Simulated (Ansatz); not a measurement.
What a trial cell of B relaxes into

Method: Ansatz 0.2.0, DFT PBE, scalar-relativistic, plane waves, PAW. Cutoff 420 eV, Gaussian smearing, Γ-centred meshes. Cell and atoms relax first on a coarse mesh and then on a finer one. In between, the cell is made exact in the group found at 0.06 Å. In metals the finer mesh still leaves noise of several meV/atom or more. The steps can't lower the symmetry of their start. No spin polarisation.

A trial structure of B was built thus: 4-connected net of one element (I-42m, No. 121). Its size is a rough estimate.

```yaml
crystal:
  lattice:
    - [-2.52141, 2.52141, 2.26584]
    - [2.52141, -2.52141, 2.26584]
    - [2.52141, 2.52141, -2.26584]
  atoms:
    - { symbol: B, position: [0.75543, 0.11320, 0.23211] }
    - { symbol: B, position: [0.88109, 0.52332, 0.76789] }
    - { symbol: B, position: [0.11320, 0.75543, 0.23211] }
    - { symbol: B, position: [0.47668, 0.24457, 0.35776] }
    - { symbol: B, position: [0.88680, 0.11891, 0.64224] }
    - { symbol: B, position: [0.52332, 0.88109, 0.76789] }
    - { symbol: B, position: [0.24457, 0.47668, 0.35776] }
    - { symbol: B, position: [0.11891, 0.88680, 0.64224] }
```

Energies count from the standard state of B at the same level.

Question: Describe the relaxed structure.

Answer: The symmetry goes from I-42m (No. 121) to P4_2/mmc (No. 131), and the primitive cell from 8 to 4 atoms. The volume per atom grows by 6.1 %, from 7.2 to 7.6 Å³. The shortest distance goes from 1.65 Å (B–B) to 1.71 Å (B–B). The energy falls by about 0.74 eV/atom (the start's value is from the coarse mesh). The end is written in a standard setting, so origin, axes and order of atoms can differ from the start's. Conventional cell: a = 4.023 Å, c = 1.889 Å. B has 1 B at 1.71 Å and 6 B at 1.89 Å.

```cif
data_structure
_symmetry_space_group_name_H-M 'P 1'
_symmetry_Int_Tables_number 1
_cell_length_a 4.0226
_cell_length_b 4.0226
_cell_length_c 1.8894
_cell_angle_alpha 90.000
_cell_angle_beta 90.000
_cell_angle_gamma 90.000
_cell_volume 30.57
loop_
_atom_site_label
_atom_site_type_symbol
_atom_site_fract_x
_atom_site_fract_y
_atom_site_fract_z
_atom_site_occupancy
B1 B 0.50000 0.21311 0.00000 1
B2 B 0.50000 0.78689 0.00000 1
B3 B 0.78689 0.50000 0.50000 1
B4 B 0.21311 0.50000 0.50000 1
```

Question: How does it come out in energy, and is it a metal?

Answer:

| Item | Value |
| --- | --- |
| Energy over the standard state | +0.46 eV/atom |
| Gap on the 12×12×24 mesh of the 4-atom cell | 0 eV (a metal) |

So it is a metastable form at best.

The last run used Gaussian smearing of 0.10 eV. A later test with randomly moved atoms came back to the same energy, though modes that don't fit the test's cell weren't probed. In all, the 3 runs took 2.1 min on 1 thread of Arm Neoverse V1, on a shared host. Another cell of B relaxed alike, in R32, lies 284 meV/atom lower, so this cell isn't the stable form at this level.
